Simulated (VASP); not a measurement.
Output of a VASP run:

File OUTCAR:
```
 ion  position               nearest neighbor table
   1  0.667  0.333  0.328-   7 2.65   7 2.65   7 2.65
   2  0.333  0.667  0.464-   7 2.65   8 2.69   8 2.69   8 2.69
   3  0.000  0.000  0.396-   8 2.67   7 2.68   7 2.68   7 2.68
   4  0.000  0.000  0.604-   8 2.67   9 2.68   9 2.68   9 2.68
   5  0.667  0.333  0.536-   9 2.65   8 2.69   8 2.69   8 2.69
   6  0.333  0.667  0.672-   9 2.65   9 2.65   9 2.65
   7  0.333  0.667  0.360-   2 2.65   1 2.65   1 2.65   1 2.65   3 2.68   3 2.68   3 2.68   8 4.38
                             8 4.38   8 4.38
   8  0.000  0.000  0.500-   3 2.67   4 2.67   2 2.69   5 2.69   2 2.69   5 2.69   5 2.69   2 2.69
                             7 4.38   9 4.38   9 4.38   7 4.38   9 4.38   7 4.38
   9  0.667  0.333  0.640-   5 2.65   6 2.65   6 2.65   6 2.65   4 2.68   4 2.68   4 2.68   8 4.38
                             8 4.38   8 4.38
  LATTYP: Found a hexagonal cell.
 ALAT       =     4.3677224678
 C/A-ratio  =     5.8709742244
 Subroutine PRICEL returns:
 Original cell was already a primitive cell.
 Subroutine GETGRP returns: Found 12 space group operations
The static configuration has the point symmetry D_3d.
The dynamic configuration has the point symmetry D_3d.
 Subroutine INISYM returns: Found 12 space group operations
 Subroutine IBZKPT returns following result:
 Found      5 irreducible k-points:

 Following reciprocal coordinates:
            Coordinates               Weight
  0.000000  0.000000  0.000000      1.000000
  0.200000  0.000000  0.000000      6.000000
  0.400000  0.000000  0.000000      6.000000
  0.200000  0.200000  0.000000      6.000000
  0.400000  0.200000  0.000000      6.000000
   k-points           NKPTS =      5   k-points in BZ     NKDIM =      5   number of bands    NBANDS=     43
   number of dos      NEDOS =    301   number of ions     NIONS =      9
   total plane-waves  NPLWV =  80640
   dimension x,y,z NGX =    24 NGY =   24 NGZ =  140
   dimension x,y,z NGXF=    48 NGYF=   48 NGZF=  280
   ions per type =               6   3
   PREC   = normal    normal or accurate (medium, high low for compatibility)
   ISTART =      1    job   : 0-new  1-cont  2-samecut
   ICHARG =      0    charge: 1-file 2-atom 10-const
   ISPIN  =      1    spin polarized calculation?
   LNONCOLLINEAR =      F non collinear calculations
   LSORBIT =      F    spin-orbit coupling
   INIWAV =      1    electr: 0-lowe 1-rand  2-diag
   ENCUT  =  450.0 eV  33.07 Ry    5.75 a.u.   7.55  7.55 44.35*2*pi/ulx,y,z
   NELM   =    100;   NELMIN=  4; NELMDL=  0     # of ELM steps
   EDIFF  = 0.1E-05   stopping-criterion for ELM
   LREAL  =      F    real-space projection
   NLSPLINE    = F    spline interpolate recip. space projectors
   LMAXMIX     =    4 max onsite mixed and CHGCAR
   VOSKOWN=      0    Vosko Wilk Nusair interpolation
   EDIFFG = 0.1E-04   stopping-criterion for IOM
   NSW    =      0    number of steps for IOM
   NBLOCK =      1;   KBLOCK =      1    inner block; outer block
   IBRION =     -1    ionic relax: 0-MD 1-quasi-New 2-CG
   NFREE  =      0    steps in history (QN), initial steepest desc. (CG)
   ISIF   =      2    stress and relaxation
   ISYM   =      2    0-nonsym 1-usesym 2-fastsym
   TEIN   =    0.0    initial temperature
   TEBEG  =    0.0;   TEEND  =   0.0 temperature during run
   SMASS  =  -3.00    Nose mass-parameter (am)
   PSTRESS=    0.0 pullay stress
   NELECT =      72.0000    total number of electrons
   EFERMI =   0.00;   METHOD = LEGACY
   ISMEAR =     0;   SIGMA  =   0.05  broadening in eV -4-tet -1-fermi 0-gaus
   IALGO  =     38    algorithm
   LDIAG  =      T    sub-space diagonalisation (order eigenvalues)
   IMIX   =      4    mixing-type and parameters
     AMIX     =   0.40;   BMIX     =  1.00
     AMIX_MAG =   1.60;   BMIX_MAG =  1.00
     AMIN     =   0.10
   GGA     = PS    functional components
   VOSKOWN =     0    Vosko Wilk Nusair interpolation
   LHFCALC =     F    Hartree Fock is set to
   LHFONE  =     F    Hartree Fock one center treatment
   AEXX    =    0.0000 exact exchange contribution
   IVDW    =     0    specifies the selected vdW correction
   LEPSILON=     F    determine dielectric tensor
   LRPA    =     F    only Hartree local field effects (RPA)
...
```

OSZICAR:
```
       N       E                     dE             d eps       ncg     rms          rms(c)
DAV:   1    -0.523024244471E+02   -0.52302E+02   -0.73786E-05   617   0.964E-02    0.815E-03
DAV:   2    -0.523024227148E+02    0.17322E-05   -0.21429E-05   497   0.269E-02    0.395E-03
DAV:   3    -0.523024211419E+02    0.15729E-05   -0.35391E-06   428   0.163E-02    0.221E-03
DAV:   4    -0.523024205182E+02    0.62371E-06   -0.97649E-07   366   0.817E-03
   1 F= -.52302421E+02 E0= -.52302421E+02  d E =-.150457E-13
```

**OUTCAR**
```
------------------------ aborting loop because EDIFF is reached ----------------------------------------
  FORCE on cell =-STRESS in cart. coord.  units (eV):
  Direction    XX          YY          ZZ          XY          YZ          ZX
  --------------------------------------------------------------------------------------
  Total       -3.7522097     -3.7522096     -2.4994846      0.0000000      0.0000000      0.0000000
  in kB      -14.1903067    -14.1903062     -9.4526840      0.0000000      0.0000000      0.0000000
  external PRESSURE =     -12.6110990 kB  Pullay stress =       0.0000000 kB
  volume of cell :      423.65
      direct lattice vectors                 reciprocal lattice vectors
     4.367722468  0.000000000  0.000000000     0.228952276  0.132185660  0.000000000
    -2.183861234  3.782558550  0.000000000     0.000000000  0.264371321  0.000000000
     0.000000000  0.000000000 25.642786028     0.000000000  0.000000000  0.038997323
 POSITION                                       TOTAL-FORCE (eV/Angst)
 -----------------------------------------------------------------------------------
      2.18386      1.26085      8.41044        -0.000000      0.000000      0.025237
     -0.00000      2.52171     11.88945        -0.000000     -0.000000      0.020834
      0.00000      0.00000     10.15459         0.000000      0.000000      0.020504
      0.00000      0.00000     15.48819         0.000000     -0.000000     -0.020504
      2.18386      1.26085     13.75334        -0.000000      0.000000     -0.020834
     -0.00000      2.52171     17.23235        -0.000000      0.000000     -0.025237
     -0.00000      2.52171      9.23791         0.000000      0.000000      0.013051
      0.00000      0.00000     12.82139         0.000000      0.000000      0.000000
      2.18386      1.26085     16.40488        -0.000000     -0.000000     -0.013051
 -----------------------------------------------------------------------------------
    total drift:                                0.000000      0.000000      0.000000
  FREE ENERGIE OF THE ION-ELECTRON SYSTEM (eV)
  ---------------------------------------------------
  free  energy   TOTEN  =       -52.3024205182 eV

  energy  without entropy=      -52.3024205182  energy(sigma->0) =      -52.30242052

 total charge

# of ion       s       p       d       tot
------------------------------------------
    1        1.745   4.341   0.000   6.086
    2        1.746   4.351   0.000   6.097
    3        1.746   4.352   0.000   6.098
    4        1.746   4.352   0.000   6.098
    5        1.746   4.351   0.000   6.097
    6        1.745   4.341   0.000   6.086
    7        1.993   5.629   0.235   7.856
    8        1.994   5.635   0.237   7.866
    9        1.993   5.629   0.235   7.856
--------------------------------------------------
tot         16.453  42.982   0.707  60.142
```
(Selected blocks of OUTCAR.)

**POSCAR**
```
BaF2(111) slab
1
    4.3677224678     0.0000000000     0.0000000000
   -2.1838612339     3.7825585503     0.0000000000
    0.0000000000     0.0000000000    25.6427860279
F Ba
6 3
Direct
  0.6666670000   0.3333330000   0.3279846653
  0.3333330000   0.6666670000   0.4636566926
  0.0000000000   0.0000000000   0.3960020074
  0.0000000000   0.0000000000   0.6039979926
  0.6666670000   0.3333330000   0.5363433074
  0.3333330000   0.6666670000   0.6720153347
  0.3333330000   0.6666670000   0.3602536580
  0.0000000000   0.0000000000   0.5000000000
  0.6666670000   0.3333330000   0.6397463420
```

Q: Write an INCAR and KPOINTS that could have produced this output.

A: This is not unique; one that fits is the input of the run itself, PBEsol GGA, plane waves, VASP's PBE PAW potentials (set 64).

KPOINTS:
```
Automatic mesh
0
Gamma
5 5 1
0 0 0
```

### INCAR
```
ALGO  =  Normal
DIPOL  =  0.5 0.5 0.5
EDIFF  =  1E-6
ENCUT  =  450
GGA  =  PS
IDIPOL  =  3
ISMEAR  =  0
LASPH  =  .TRUE.
LCHARG  =  .FALSE.
LDIPOL  =  .TRUE.
LMAXMIX  =  4
LORBIT  =  11
LREAL  =  .FALSE.
LVHAR  =  .TRUE.
LWAVE  =  .FALSE.
NELM  =  100
NELMIN  =  4
PREC  =  Normal
SIGMA  =  0.05
SYSTEM  =  BaF2(111) slab
```

POTCAR, in this order: F Ba_sv (PBE.64 set). Program: vasp_std. Read from the step before: WAVECAR.

At this cut-off the stress carries a Pulay error, which pulls relaxed volumes low.

The cell is a thin slab with vacuum, built from BaF2 (fluorite): (111) face.
